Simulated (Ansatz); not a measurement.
# GaN: a single-point run

The task is a single-point run on GaN. The structure is shown as the input types it.

Method: density functional or hybrid calculation with the settings of its input, plane waves, in Ansatz 0.2.0.

**1. The system as given**

It takes space group Fm-3m (No. 225, cubic). The conventional cell has a = 4.217 Å, b = 4.217 Å, c = 4.217 Å, α = 90.00°, β = 90.00°, γ = 90.00°. Ga (site symmetry m-3m) is surrounded by 6 N at 2.11 Å. Around N (site symmetry m-3m) lie 6 Ga at 2.11 Å.

As a file:

```
Ga N
1.0
     0.00000    2.10852    2.10852
     2.10852    0.00000    2.10852
     2.10852    2.10852    0.00000
Ga N
1 1
Direct
  0.50000 0.50000 0.50000
  0.00000 0.00000 0.00000
```

**2. The run**

Input file input.yaml:

```yaml
crystal:
  lattice:
    - [0.0, 2.1085153689, 2.1085153689]
    - [2.1085153689, 0.0, 2.1085153689]
    - [2.1085153689, 2.1085153689, 0.0]
  atoms:
    - { symbol: Ga, position: [0.5, 0.5, 0.5] }
    - { symbol: "N", position: [0.0, 0.0, 0.0] }
kpoints:
  mp_grid: { grid: [1, 1, 8] }
hamiltonian:
  xc: pbe
scf:
  occupations: { method: fixed }
  n_extra_bands: 4
output:
  forces: true
  stress: true
  eigenvalues: true
```

Command:

```
ansatz run input.yaml --threads 4 --pin off --max-ram 3686MiB --backend cpu --events-out ev --progress --plain --runs-dir out
```

**Question.** How will this run end, and is anything wrong with its input?

The program finished normally, with warnings (symmetry narrowed by mesh). It gives a pressure of 44 GPa, which is large; a structure far from rest gives such values too, whatever the setting.

Fixed occupations are right only where a gap separates filled from empty bands at every k-point. This system has one (1.93 eV on the mesh), so they are sound here.

The occupations need no remedy; a run with other occupations serves as a check.
